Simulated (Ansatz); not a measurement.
Relaxed CsCl (CsCl type):

```xyz
4
Lattice="8.4105 0.0000 0.0000 0.0000 4.2053 0.0000 0.0000 0.0000 4.2053" Properties=species:S:1:pos:R:3 pbc="T T T"
Cs     0.0000     0.0000     0.0000
Cs     4.2053     0.0000     0.0000
Cl     2.1026     2.1026     2.1026
Cl     6.3079     2.1026     2.1026
```

The atoms are displaced by Q × the pattern below (from a DFPT mode at X = (0.5, 0.0, 0.0), largest move 1; Q in Å), at fixed cell. (q is in reciprocal vectors of the primitive cell; the cell shown is doubled to hold the pattern.)

| atom | x | y | z |
|---|---|---|---|
| Cl3 | -1.000 | 0.000 | 0.000 |
| Cl4 | 1.000 | 0.000 | 0.000 |

Atoms not listed stay in place.

Level of theory: PBE (plane waves to 420 eV, PAW, scalar-relativistic; Ansatz, a program for electronic structure). k mesh 4×8×8 (Γ-centred), Fermi-Dirac smearing 0.05 eV. The energy includes the smearing's −TS. CsCl was relaxed with its symmetry unable to fall. ΔE is measured from the undisplaced structure.

| Q (Å) | ΔE (meV/cell) |
|---|---|
| -0.1000 | 24.2 |
| -0.0833 | 16.8 |
| -0.0667 | 10.7 |
| -0.0500 | 6.0 |
| -0.0333 | withheld |
| -0.0167 | 0.7 |
| 0.0000 | 0.0 |
| 0.0167 | 0.7 |
| 0.0333 | withheld |
| 0.0500 | 6.0 |
| 0.0667 | 10.7 |
| 0.0833 | 16.8 |
| 0.1000 | 24.2 |

### Question
Fit an even polynomial form (powers 2, 4) to the given rows and predict ΔE at Q = -0.0333.

### Answer
Least squares on the 11 given rows: ΔE = (2402)·Q² + (1932)·Q⁴, in meV/cell with Q in Å; root-mean-square residual 0.03 meV/cell. At -0.0333 the fit gives 2.7 meV/cell; the calculation gives 2.7 meV/cell, the same to the digits shown. The quadratic term alone would give 2.7 meV/cell.

(For displaced atoms, the force is minus the slope of the energy, and its curvature is a force constant, which sets phonon frequencies.)
